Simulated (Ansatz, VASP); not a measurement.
# Cross-check of KF (Carobbiite) between VASP and Ansatz, part 2 of 2

Aim: how closely do two programs agree when they are given the same cell, functional and k mesh? The cell is taken from a series of runs on this material, whose earlier steps may have relaxed, scaled, displaced or heated it; both programs get it as it stands. Other levels of theory on this material are compared in a session of their own.

VASP 6.6.1 and Ansatz 0.2.0.

So far: The starting structure; VASP: dielectric response, r2SCAN.

## Step 3: Ansatz: dielectric response, r2SCAN

Level of this step: Ansatz beside VASP: Kohn-Sham DFT, plane waves, r2SCAN (Ansatz).

Ansatz runs on its default PAW (the set named soft_2) files.

The same cell, functional and mesh now go to Ansatz, which takes its cutoff from its data sets.

input.yaml reads:

```yaml
crystal:
  lattice:
    - [0.0, 2.67185, 2.67185]
    - [2.67185, 0.0, 2.67185]
    - [2.67185, 2.67185, 0.0]
  atoms:
    - { symbol: K, position: [0.0, 0.0, 0.0] }
    - { symbol: F, position: [0.5, 0.5, 0.5] }
kpoints:
  mp_grid: { grid: [6, 6, 6] }
hamiltonian:
  xc: r2scan
scf:
  occupations: { method: fixed }
output:
  eigenvalues: true
dielectric: {}
```

The run is started by

```console
$ ansatz run input.yaml --threads 4 --pin off --max-ram 8192MiB --backend cpu --events-out ev --progress --plain --runs-dir out
```

Numbers of over 12 decimals in the logs are rounded to 6 here.

Log:

```text
Engine: ansatz 0.2.0, aarch64-unknown-linux-gnu
Pseudopotentials: kind: paw
Pseudopotential: K, paw, valence charge 9, recommended cutoff 500 eV (meta_gga), K.paw.azcp
Pseudopotential: F, paw, valence charge 7, recommended cutoff 500 eV (meta_gga), F.paw.azcp
Functional definition: r2SCAN
  parameter k0 = 0.174
  parameter k1 = 0.065
  parameter a1 = 4.9479
  exchange = r2scan_x(k0 = k0, k1 = k1, a1 = a1)
  correlation = r2scan_c
Crystal: 2 atoms, lattice volume = 38.148 Å³
Basis set: ecut = 500 eV, 941 PW (Γ), exchange–correlation on 120×120×120 points (64 copies of the dense FFT grid, shifted against one another)
Bands: 12, of which v1, the nominal top of the filled ones, is band 8 counted from 1 (7 counted from 0)
Symmetry: 48 space group operations
k-points: 30 of 216 (irreducible under 8 space group operations, time reversal used)
Non-local potential: K, projectors of the file, l = 0: 3, l = 1: 2, l = 2: 2
Non-local potential: F, projectors of the file, l = 0: 2, l = 1: 2, l = 2: 1
PAW form: soft (Blöchl's): semilocal exchange-correlation on the pseudo side does not see the compensation charge
PAW frozen core: K, regenerated for the run's functional (the file was generated under x = pbe(κ = 0.804, μ = 0.219515), c = pbe(β = 0.066725))
PAW frozen core: F, regenerated for the run's functional (the file was generated under x = pbe(κ = 0.804, μ = 0.219515), c = pbe(β = 0.066725))
PAW one-centre angular grid: K, 302 points (default); XC on 160 Gauss nodes
PAW one-centre angular grid: F, 302 points (default); XC on 160 Gauss nodes
Initial density: superposition of atomic densities (neutral atoms: chi_scale 0, normalization atom), corrected by the library's trained network
Initial wavefunctions: pseudopotential atomic-orbital guess
Functional: x = r2scan, c = r2scan; τ floored in thin density (d = 2e-4 eV/Å³)
SCF iter   1: F=—  HF=-2355.151352 eV  |F-HF|=—  |Δ(HF+E_count)|=         —  Δρ=7.36e-3  dr2=1.91e-2  dr2_τ=2.71e-2  ethr=1.77e-3  ⟨swp⟩=4.2  Hψ=1960  notcnv=0  defer=39
preconditioner: auto → none  [insulator: Δε(μ)=7.145 eV  Ē_g=18.786 eV  n_scr=14 (ndim 8)  ℏωp=22.5 eV  f_vac=0.133  ε∞_Penn≈2.4]
SCF iter   2: F=—  HF=-2355.191758 eV  |F-HF|=—  |Δ(HF+E_count)|=   4.04e-2  Δρ=5.24e-3  dr2=3.75e-3  dr2_τ=8.55e-4  ethr=1.20e-4  ⟨swp⟩=3.0  Hψ=919  notcnv=0  defer=58
SCF iter   3: F=—  HF=-2355.190884 eV  |F-HF|=—  |Δ(HF+E_count)|=   8.74e-4  Δρ=1.50e-3  dr2=3.20e-4  dr2_τ=5.92e-5  ethr=2.35e-5  ⟨swp⟩=2.0  Hψ=632  notcnv=0  defer=56
SCF iter   4: F=—  HF=-2355.190849 eV  |F-HF|=—  |Δ(HF+E_count)|=   3.41e-5  Δρ=2.22e-4  dr2=4.49e-6  dr2_τ=1.78e-6  ethr=2.00e-6  ⟨swp⟩=3.0  Hψ=585  notcnv=0  defer=58
SCF iter   5: F=—  HF=-2355.190852 eV  |F-HF|=—  |Δ(HF+E_count)|=   2.33e-6  Δρ=3.96e-5  dr2=3.32e-7  dr2_τ=7.97e-8  ethr=2.80e-8  ⟨swp⟩=2.0  Hψ=600  notcnv=0  defer=4
SCF iter   6: F=—  HF=-2355.190853 eV  |F-HF|=—  |Δ(HF+E_count)|=   1.24e-6  Δρ=5.13e-6  dr2=4.86e-9  dr2_τ=1.27e-9  ethr=2.08e-9  ⟨swp⟩=2.0  Hψ=520  notcnv=0
SCF iter   7: F=-2355.190853 eV  HF=-2355.190853 eV  |F-HF|=5.64e-11  |Δ(HF+E_count)|=   6.90e-9  Δρ=3.75e-7  dr2=2.12e-11  dr2_τ=1.05e-11  ethr=1.00e-12  ⟨swp⟩=2.3  Hψ=1726  notcnv=0
SCF 1 converged in 7 iterations: F = -2355.190853 eV  dr2 = 2.12e-11
  greatest PAW one-centre occupation: 0.989 electrons in one spin orbital (limit 2), on the K atom at site 0 (counted from 0), in its partial waves of l = 0
NSCF: frozen V_eff on 2 k-points
DFPT response loops at Γ: preconditioner auto → none (the input reference at scf.mixing.eps_inf says where Resta's filter doesn't serve); β = 0.50; Broyden in place of MSR1
SCF converged after 7 iterations
Free energy (F): -2355.190853 eV
Harris-Foulkes:  -2355.190853 eV  (|F-HF|=5.64e-11)
Internal energy: -2355.190853 eV  (E = F + TS)
E sigma→0 (E₀):  -2355.190853 eV
Fermi energy:    0.915814 eV
--- Per-component energies (eV) ---
  E_band       = -138.837574
  E_kinetic    = 463.599852
  E_local      = -1112.288412  (includes V_loc(G=0)·N_el)
  E_nonlocal   = 85.224217
  E_hartree    = 401.765635
  E_xc         = -214.545479
  E_vxc        = -304.697804  (∫ρ·V_xc dr)
  E_paw        = -990.658133  (= ΣΔE_a)
  E_vpaw       = -94.210540  (= ΣTr[D̂ρ^β])
  E_aug_tail   = 0.000982  (compensation charges beyond the density's cutoff)
  E_vtau       = 20.002806  (kinetic-family band-sum trace: ∫τ·v_τ [+ j·A + Jᵃ·Aᵃ] dr)
  E_ewald      = -988.061939
  E_core_change = -0.227577  (= ΣΔE_core)
  E_smearing   = -0.000000  (= −TS)
  E_closure    = 0.000000  (closes the sum)
  Σ components = -2355.190853   (vs F -2355.190853, Δ=0.00e0)
--- Band table (eV; the first three rows and the last of 30) ---
  k-point 0: bands = [... 4 lower, -8.6080, 0.9158, 0.9158, 0.9158, 7.7460, 12.3746, 12.3746, 12.3746]
  k-point 1: bands = [... 4 lower, -8.6170, 0.6953, 0.8290, 0.8290, 8.4882, 11.9159, 12.7411, 12.7411]
  k-point 2: bands = [... 4 lower, -8.6346, 0.3194, 0.6604, 0.6604, 10.0285, 11.6428, 13.4844, 13.4844]
  k-point 29: bands = [... 4 lower, -8.7270, 0.6087, 0.7354, 0.8061, 10.4504, 12.1468, 12.7863, 15.3632]
--- Dielectric response (ions clamped): 1 representative field direction + reference, on 30 of 216 k-points (Σ response iterations 7) ---
  k mesh reduced under 8 symmetry operations, with k and −k counted as one. Each operation leaves every solved perturbation unchanged. A smaller set is not considered because the run solves the response to a homogeneous field
  ε∞ (high-frequency dielectric tensor):
        1.925697    -0.000000     0.000000
        0.000000     1.925697    -0.000000
        0.000000     0.000000     1.925697
  Born effective charges Z* (e; rows j = field, columns β = displacement):
    site 0:
         1.13003    0.00000   -0.00000
         0.00000    1.13003    0.00000
         0.00000   -0.00000    1.13003
    site 1:
        -1.13003   -0.00000    0.00000
         0.00000   -1.13003   -0.00000
         0.00000    0.00000   -1.13003
  Z* charge neutrality: 1.446e-4 e pre-enforcement
  k-mesh period / interband length: 22.7 Å / 0.80 Å = 28.36 at k = (0.0000, 0.0000, 0.0000), direct gap 6.830 eV — 14 or more, which is no proof of convergence
```

## Step 4: Differences

Known differences besides the potentials themselves: VASP keeps PBE cores, Ansatz makes them for the functional; fixed occupations in Ansatz, narrow Gaussian smearing in VASP; the cutoff is 500 eV in Ansatz and 580 eV in VASP; VASP takes ε∞ from a finite field, Ansatz from linear response. Total energies have different zeros and are not compared.

The two programs side by side:

| quantity | Ansatz | VASP | difference |
| --- | --- | --- | --- |
| ε∞ xx | 1.93 | 1.92 | +0.48 % |
| ε∞ yy | 1.93 | 1.92 | +0.48 % |
| ε∞ zz | 1.93 | 1.92 | +0.48 % |
| Born charge of K1 (mean of the diagonal) (e) | 1.13 | 1.11 | +0.02 |
| Born charge of F2 (mean of the diagonal) (e) | -1.13 | -1.11 | -0.02 |

## Step 5: Summary of results

| Property | Result |
| --- | --- |
| difference in ε∞ xx (dielectric response, r2SCAN) | 0.48 % |

The difference in ε∞ xx is 0.48 % (dielectric response, r2SCAN), within the 5 % picked in this series as the mark of a large difference. 3 further runs of this series are not shown here. Such differences can come from data sets, numerical settings and the points named under the comparisons, not from the functional's error against experiment.

[Lines on the potential files, build, host, timing and source positions are cut from VASP's logs without a mark.]

[Logs are printed without paths, hosts, clocks, repeated set-up lines and the standing remarks that a program may print on its own settings, such as how far it seeks lower states.]

[Hosts, paths, dates, database ids (printed as entryN), source tags and the programs' standing remarks are cut or masked in the printed files.]
